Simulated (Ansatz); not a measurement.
CaO in Ansatz: the effect of exact exchange

The system is CaO.

```
CELL_PARAMETERS angstrom
0.00000 2.40356 2.40356
2.40356 0.00000 2.40356
2.40356 2.40356 0.00000
ATOMIC_POSITIONS crystal
Ca 0.00000 0.00000 0.00000
O 0.50000 0.50000 0.50000
```

The cell is a database's computed one.

Alike in all runs:

| Quantity | Value |
| --- | --- |
| Program | Ansatz 0.2.0 |
| Task | single point |
| Functional | HSE06 form with a typed share of exact exchange |
| Potentials or basis | Ansatz PAW |
| Cutoff | 420 eV (not typed: the program's choice for these potentials) |
| k mesh | 5 × 5 × 5 |
| Occupations | fermi-dirac, width 0.05 eV |
| Spin | no spin polarisation |

```csv
exact exchange,gap on the mesh (eV),pressure (GPa)
0.05,4.17,1.2
0.1,?,?
0.15,4.84,0.3
0.2,5.19,-0.2
0.25,5.53,-0.6
0.3,5.89,-1.1
```

Problem. What does the run with exact exchange 0.1 give?

Solution. gap on the mesh 4.50 eV; pressure 0.7 GPa.

Worked out: A straight line through the other rows of the gap on the mesh, of slope 6.87 eV per unit of exact exchange, gives 4.51 eV, against the run's 4.50. A straight line through the other rows of the pressure, of slope -9.16 GPa per unit of exact exchange, gives 0.7 GPa, against the run's 0.7.

Caveats: all runs use coarse meshes; odd divisions of the mesh miss points on the zone boundary, where band edges often lie, so the gap on the mesh can be too wide; the PAW data sets come from PBE, with cores solved anew for the run's functional, which leaves a small shift of forces and pressure; the thresholds are loose for stress.

A k mesh can miss the band edges.
